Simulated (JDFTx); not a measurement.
CoO:

```
Co O
1.0
     1.50547    0.86918    2.43993
    -1.50547    0.86918    2.43993
     0.00000   -1.73837    2.43993
Co O
1 1
Direct
  0.00000 0.00000 0.00000
  0.50000 0.50000 0.50000
```

The cell is a database's computed one.

Program: JDFTx 1.7.0 (patched build). Alike in all runs: task single point; level PBE; potentials or basis PseudoDojo-SR-PBE-0.5-standard with smoothed tails; spin collinear, ferromagnetic start; cell as given; k mesh 9 × 9 × 9; cutoff (eV) 1306; smearing fermi-dirac 0.05 eV.

Task: Order these runs on this cell by their pressure, lowest first.
A. fixed moment (μB) 2.0
B. fixed moment (μB) 4.0
C. fixed moment (μB) 3.0
D. fixed moment (μB) 1.0

Result: D (-14.5 GPa), A (-8.3 GPa), C (0.1 GPa), B (24.4 GPa).

Caveats: the total moment is fixed, so each spin has its own Fermi level; a cell with one magnetic atom can't hold antiferromagnetic order, which such compounds often take; the moment is held away from its start (some runs).
